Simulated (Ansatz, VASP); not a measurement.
# Two plane-wave programs on Cu

INCAR

```
SYSTEM = Cu
  PREC = Accurate
  ENCUT = 520
  EDIFF = 1E-6
  ISMEAR = 0
  SIGMA = 0.15
  LREAL = .FALSE.
  LASPH = .TRUE.
  NELM = 100
  ALGO = Normal
  ISIF = 2
  LWAVE = .FALSE.
  LCHARG = .TRUE.
  GGA = PE
  LELF = .TRUE.
  LVHAR = .TRUE.
  NBANDS = 12
```

File KPOINTS:

```
Automatic mesh
0
G
  30 30 30
  0 0 0
```

Contents of POSCAR:

```
Cu
1.0
   -1.4644637663      1.4644637663      1.3795566845
    1.4644637663     -1.4644637663      1.3795566845
    1.4865967199      1.4865967199     -1.3795566845
Cu
1
Direct
    0.0000000000      0.0000000000      0.0000000000
```

Input for Ansatz:

```yaml
crystal:
  lattice:
    - [-1.4644637663, 1.4644637663, 1.3795566845]
    - [1.4644637663, -1.4644637663, 1.3795566845]
    - [1.4865967199, 1.4865967199, -1.3795566845]
  atoms:
    - { symbol: Cu, position: [0.0, 0.0, 0.0] }
basis:
  ecutwfc: 420
kpoints:
  mp_grid: { grid: [30, 30, 30] }
hamiltonian:
  xc: pbe
scf:
  occupations: { method: gaussian, width: 0.15 }
output:
  forces: true
  stress: true
  eigenvalues: true
```

Change from the starting cell: strain +0.0150 x Voigt [0, 0, 0, 0, 0, 1], atoms carried along.

Alike in both runs: task single point; functional PBE; k mesh 30 × 30 × 30; occupations gaussian, width 0.15 eV; no spin polarisation.

```csv
,VASP,Ansatz
version,VASP 6.6.1,Ansatz 0.2.0
potentials or method,"VASP PAW PBE potentials, release 64 (Cu)","scalar-relativistic, plane waves, PAW"
plane-wave cutoff (eV),520,420
valence electrons in the cell,11,19
```

Ansatz gave:

- gap on the k mesh at the Fermi level (eV): none
- pressure (GPa): 0.0
- largest component of the traceless stress (GPa): 1.53

**Question.** Estimate VASP's values.

**Answer.** gap on the k mesh at the Fermi level (eV): none; pressure (GPa): 0.6; largest component of the traceless stress (GPa): 1.52.

A gap of «none» marks a metal or a gap that the smearing closes. With one functional, cell and mesh, what is left measures potentials, basis and numerics. The two sets of potentials don't hold the same shells in valence.
